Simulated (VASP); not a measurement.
Input of a VASP 6.6.1 run:

INCAR

```
PREC = Accurate
ENCUT = 600
EDIFF = 1E-7
ISMEAR = 0
SIGMA = 0.1
LREAL = False
LASPH = True
NELM = 100
ALGO = Normal
ISIF = 3
LWAVE = False
LCHARG = False
GGA = PS
IBRION = 2
NSW = 90
EDIFFG = -0.005
```

File KPOINTS:

```
Automatic mesh
0
Gamma
  6 6 4
```

The input POSCAR:

```
C
1.0
    2.1273203100     -1.2282824400      0.0000000000
    2.1273203100      1.2282824400      0.0000000000
   -1.3790696300      0.0000000000      3.5028300800
C
2
Direct
    0.8333555300      0.8333555300      0.0000930400
    0.1666444700      0.1666444700      0.9999069600
```

Potentials or basis: VASP PAW PBE potentials, release 64 (C).

Run with:

```bash
$ cat potpaw_PBE.64/C/POTCAR > POTCAR
$ mpirun -np 1 vasp_std > vasp.out
```

(1) What does it give for the relaxed volume?

(2) Estimate the relaxed cell.

## Answers

(1) 8.71 Å³/atom.

(2) a = 2.461 Å, b = 2.461 Å, c = 3.608 Å, α = 109.77°, β = 109.77°, γ = 59.99°.

Caveat: the k mesh is coarse (spacing up to 0.50 Å⁻¹), so the values aren't converged; the PAW data sets were made with another functional, which shifts forces and pressure a little; this functional lacks dispersion, which binds the layers, so the pressure and a relaxed spacing across them are unreliable.
